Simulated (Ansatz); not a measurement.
# ZrO2 (Fm-3m): cell relaxations under several functionals in Python

Aim: cell relaxations under several functionals, for ZrO2 (Fm-3m), run from a script.

The COD entry's cell or inner coordinates are ideal or old and differ from later refinements, so a difference from it is no clean test against experiment.

Program: the Python package of Ansatz 0.2.0. The levels of theory stand in the script. These are calculated values, not measurements.

## (1) Starting point

Symmetry: Fm-3m, No. 225, cubic system. Conventional cell: a = 5.070 Å, b = 5.070 Å, c = 5.070 Å, α = 90.00°, β = 90.00°, γ = 90.00°. Zr (site symmetry m-3m) is surrounded by 8 O at 2.20 Å. O (site symmetry -43m) is surrounded by 4 Zr at 2.20 Å.

zro2.cif, read by the script:

```cif
data_ZrO2
_cell_length_a 3.585031
_cell_length_b 3.585031
_cell_length_c 3.585031
_cell_angle_alpha 60.00000
_cell_angle_beta 60.00000
_cell_angle_gamma 60.00000
_symmetry_space_group_name_H-M 'P 1'
_symmetry_Int_Tables_number 1
loop_
_symmetry_equiv_pos_as_xyz
'x, y, z'
loop_
_atom_site_label
_atom_site_type_symbol
_atom_site_fract_x
_atom_site_fract_y
_atom_site_fract_z
Zr1 Zr    0.000000    0.000000    0.000000
O2 O    0.250000    0.250000    0.250000
O3 O    0.750000    0.750000    0.750000
```

## (2) Script

lattice_zro2.py reads:

```python
"""Relaxed cell of ZrO2 under several functionals."""

import argparse
import warnings

import ansatz as az
from ase.io import read
import numpy as np

parser = argparse.ArgumentParser(description="Relaxed cell of ZrO2 under several functionals.")
parser.add_argument("--ecut", type=float, required=True, help="basis")
parser.add_argument("--occupations", default="fixed", help="how the bands are filled")
parser.add_argument("--n-empty", type=int, required=True, help="SCF control")
parser.add_argument("--force-tol", type=float, required=True, help="force threshold (eV/A)")
args = parser.parse_args()

def edges_and_angles(cell):
    cell = np.asarray(cell)
    a, b, c = np.linalg.norm(cell, axis=1)
    cosines = cell[1] @ cell[2] / (b * c), cell[0] @ cell[2] / (a * c), cell[0] @ cell[1] / (a * b)
    return (a, b, c, *np.degrees(np.arccos(cosines)))

warnings.simplefilter("ignore", az.DeckWarning)

atoms = read("zro2.cif")
structure = az.Crystal.from_ase(atoms)

setup = (
    structure.calculation()
    .basis(args.ecut)
    .kpoints(7, center="monkhorst-pack")  # sampling of the Brillouin zone
    .occupations(args.occupations)
    .scf(extra_bands=args.n_empty)
    .relax(cell=True, force_tolerance=args.force_tol, max_steps=100, density_extrapolation="second_order")
)

levels = [("r2scan", "d4"), ("r2scan", "none"), ("pbe", "d4"), ("r2scan", "rvv10")]
print("level            a       b       c    alpha   beta  gamma  V/atom  steps")
for name, dispersion in levels:
    seen = []
    run = setup.functional(name, dispersion=dispersion).session().plan()
    done = run.execute(on_event=lambda e: seen.append(e) if e["event"] == "relax_step" else None)
    cell = done.lattice.cell_ang
    label = name if dispersion == "none" else f"{name}+{dispersion}"
    print("{:13s} {:7.4f} {:7.4f} {:7.4f} {:6.2f} {:6.2f} {:6.2f}".format(label, *edges_and_angles(cell)), f"{abs(np.linalg.det(cell)) / len(done.lattice.sites):7.3f} {len(seen):5d}")
```

## (3) The input behind the calls

The package turns the script's settings into the engine's input (first run):

```yaml
crystal:
  lattice:
    - [3.585031, 0.0, 0.0]
    - [1.7925155000000004, 3.1047279193547297, 0.0]
    - [1.7925155000000004, 1.0349093064515766, 2.927165554019906]
  atoms:
    - { symbol: Zr, position: [0.0, 0.0, 0.0] }
    - { symbol: O, position: [0.25, 0.25, 0.25] }
    - { symbol: O, position: [0.75, 0.75, 0.75] }
basis:
  ecutwfc: 260.0
kpoints:
  mp_grid:
    grid: [7, 7, 7]
    shift: [0.0, 0.0, 0.0]
hamiltonian:
  xc: r2scan
  dispersion: d4
scf:
  n_extra_bands: 8
  occupations:
    method: fixed
relax:
  f_tol: 0.05
  max_steps: 100
  density_extrapolation: second_order
  cell: {}
```

## (4) Launch

Run with:

```console
> python lattice_zro2.py --ecut 260.0 --n-empty 8 --force-tol 0.05
```

**Question.** Rank the levels of theory by the volume of the relaxed cell.

**Answer**, as computed:

```
                                 quantity                 value
                            runs compared                     4
ZrO2 (run 1): relaxed volume, space group  10.94 Å³/atom, Fm-3m
ZrO2 (run 2): relaxed volume, space group  11.00 Å³/atom, Fm-3m
ZrO2 (run 3): relaxed volume, space group  10.96 Å³/atom, Fm-3m
ZrO2 (run 4): relaxed volume, space group  10.93 Å³/atom, Fm-3m
```

Runs 1, 2, 3, 4: each has a cutoff under the recommended one, so what rests on them isn't a property of the system. From smallest to largest: r2SCAN+RVV10 (10.93 Å³ an atom, +0.7 % against the start), r2SCAN+D4 (10.94 Å³ an atom, +0.7 % against the start), PBE+D4 (10.96 Å³ an atom, +1.0 % against the start) and r2SCAN (11.00 Å³ an atom, +1.3 % against the start). The spread is 0.6 % in volume. What to keep in mind:
- The cutoff lies under the one recommended for these potentials.
- No spin polarisation was allowed.
- Forces vanish by symmetry, so the ions can't move, and the end may be a saddle.
- Edges and angles that the script prints are those of the cell as typed, here a primitive one.
- Of the deposited cell: the entry's cell lengths or inner coordinates differ somewhat from later room-temperature determinations.
